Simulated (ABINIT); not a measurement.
A run of ABINIT 10.8.3 (patched build) is set up as follows.

File run.abi:

```
# Pseudopotentials
pp_dirpath "./"
pseudos "In.upf, As.upf"

# Structure
acell 4.2680965312 4.2680965312 4.2680965312 Angstrom
rprim
     0.0000000000     0.7071067812     0.7071067812
     0.7071067812     0.0000000000     0.7071067812
     0.7071067812     0.7071067812     0.0000000000
ntypat 2
znucl 49 33
natom 2
typat 1 2
xcart
     0.0000000000     0.0000000000     0.0000000000
     8.5547901662     8.5547901662     8.5547901662

# Plane-wave basis
ecut 38.0

# k points
kptopt 1
ngkpt 6 6 6
nshiftk 1
shiftk 0.0 0.0 0.0

# Exchange and correlation
ixc 11

# Bands and occupations
nband 18
occopt 3
tsmear 0.05 eV

# SCF cycle
nstep 100
tolvrs 1.0e-10

# Output
iomode 3
prtwf 0
prteig 0
prtebands 0
enunit 1
prtden 1
prtvha 1
prtvclmb 1
prtpot 1
prtelf 1
```

Potentials or basis: PseudoDojo NC SR PBE v0.4.1 standard.

The run is started by

```console
$ abinit run.abi > log 2>&1
```

Q: What does it give for the band gap on the k mesh?

A: None (metal or under the smearing width).

Caveat: this crystal is a semiconductor, whose small gap the functional closes, so the metal is an error of the method.

**Measured values to compare with.**

A printed reference work, data compilation reports, for a bulk crystal of InAs at 4.2 K: band gap 0.418 eV (direct).

Measured gap of InAs: 0.418 eV (direct; 4.2 K; a printed reference work, data compilation). This calculation gives 0.00 eV (-0.42 eV). Spin-orbit coupling on As, In is left out. The value is that of PBE on a finite k mesh, which can miss the band edges, without temperature or zero-point motion. Semilocal functionals fall short of measured gaps as a rule.
